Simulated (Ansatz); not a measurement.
GdN in the PbO-type structure

The computed numbers are results of PBE, scalar-relativistic (collinear spin) in the plane-wave PAW code Ansatz at 420 eV, Γ-centred 8×8×10 mesh, 0.05 eV Gaussian smearing; PAW files: Ansatz's generated set soft_2.

```yaml
crystal:
  lattice:
    - [4.29750, 0.00000, 0.00000]
    - [0.00000, 4.29750, 0.00000]
    - [0.00000, 0.00000, 3.56508]
  atoms:
    - { symbol: Gd, position: [0.50000, 0.00000, 0.24854] }
    - { symbol: Gd, position: [0.00000, 0.50000, 0.75146] }
    - { symbol: N, position: [0.00000, 0.00000, 0.00000] }
    - { symbol: N, position: [0.50000, 0.50000, 0.00000] }
```

The start was a prototype's sites filled with these elements. The Crystallography Open Database lists the compound in space group Fm-3m (rock salt), so this is a trial structure.

The geometry is fixed. Moments are started on Gd in several ways. Signs follow the order of those atoms. q is the propagation vector of an order in a doubled cell, in units of this cell's reciprocal vectors; doubled cells take an equivalent mesh or are counted from a ferromagnetic run in the same cell, unless said otherwise. Energies count from the first row, the state in which the cell was relaxed.

The starts:
- ferromagnetic
- no spin polarisation
- antiferromagnetic in the cell, signs +-
- antiparallel, q = (0, 0, 1/2), signs ++--
- antiparallel, q = (0, 1/2, 0), signs ++--
- antiparallel, q = (0, 1/2, 1/2), signs ++--

(1) Which start ends lowest?

Answer:

(1) Lowest, alike within 0.5 meV/atom: antiferromagnetic in the cell, signs +-; antiparallel, q = (0, 0, 1/2), signs ++--.

| start | largest typed moment (μB) | ΔE (meV/atom) | gap on the mesh (eV) | P (GPa) | final spin moments (μB) |
| --- | --- | --- | --- | --- | --- |
| ferromagnetic | 7.46 | 0.0 | 0.45 | 0.0 | Gd 6.78 |
| no spin polarisation | 0.00 | 3739.0 | metal | -6.3 | none |
| antiferromagnetic in the cell, signs +- | 7.00 | -7.0 | 0.90 | -0.2 | Gd 6.75, -6.75 |
| antiparallel, q = (0, 0, 1/2), signs ++-- | 7.00 | -6.7 | 0.89 | -0.2 | Gd 6.76, -6.76 |
| antiparallel, q = (0, 1/2, 0), signs ++-- | 7.00 | -5.1 | 0.86 | -0.1 | Gd 6.76, -6.76 |
| antiparallel, q = (0, 1/2, 1/2), signs ++-- | 7.00 | -3.5 | 0.87 | -0.1 | Gd 6.76, -6.76 |

The next distinct energy lies only 1.8 meV/atom above the lowest at one geometry; relaxing each state, or a finer mesh, could change the order.

The program noted a lower state or an instability beside: ferromagnetic; antiparallel, q = (0, 1/2, 0), signs ++--; antiparallel, q = (0, 1/2, 1/2), signs ++--. The lower rows of the table may be what it saw.

The doubled cells keep the moments of one cell parallel, so none builds on the lowest order.

The row without spin polarisation prices the pairing of the open shell's electrons, not a magnetic ordering energy.

Only orders that fit these small cells were tried, so the real crystal's order may be another.

Hund's first rule gives Gd³⁺ with 7 f electrons 7 unpaired spins, a spin moment of 7 μB; the run has 6.75 μB on Gd (atomic spheres) and 7.16 f electrons on orthogonalised orbitals. The moment is close to the ion's, so in this run the shell is localised and nearly fully polarised.

Semilocal functionals without a U place occupied f levels too high and empty ones too low, so gaps that touch them come out too small. Spin–orbit coupling, which matters for such heavy elements, is left out. Site moments are of spin, integrated over atomic spheres.

The state of the open shells isn't shown to be the lowest.
